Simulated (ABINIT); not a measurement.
ZrB2, 3 atoms in the cell. It takes space group P6/mmm (No. 191, hexagonal). Conventional cell: a = 3.170 Å, b = 3.170 Å, c = 3.533 Å, α = 90.00°, β = 90.00°, γ = 120.00°. Zr (site symmetry 6/mmm) is surrounded by 12 B at 2.54 Å. B (site symmetry -6m2) has 3 B at 1.83 Å as nearest neighbours. 

| Item | Value |
| --- | --- |
| Program | ABINIT 10.8.3 (patched build) |
| Task | single point |
| Functional | PW91 |
| Potentials or basis | JTH PAW PBE v2.0 |
| Cutoff | 544 eV |
| k mesh | 10 × 10 × 8 |
| Occupations | fermi-dirac, width 0.05 eV |
| Spin | no spin polarisation |
| Fine-grid cutoff | 1088.46 eV |

Potentials or basis: JTH PAW PBE v2.0.

Launch:

```bash
$ abinit run.abi > log 2>&1
```

Hardware: 1 thread of Intel(R) Xeon(R) Platinum 8259CL CPU @ 2.50GHz (Skylake/Cascade Lake), on a shared host.

Q: Estimate the wall time of this run.

A: Run time: 40 s on 1 thread of Intel(R) Xeon(R) Platinum 8259CL CPU @ 2.50GHz (Skylake/Cascade Lake), on a shared host, peak memory 0.12 GiB. Counts: scf iterations 10, mpi ranks 1, k points 70, bands 13, plane waves 908.
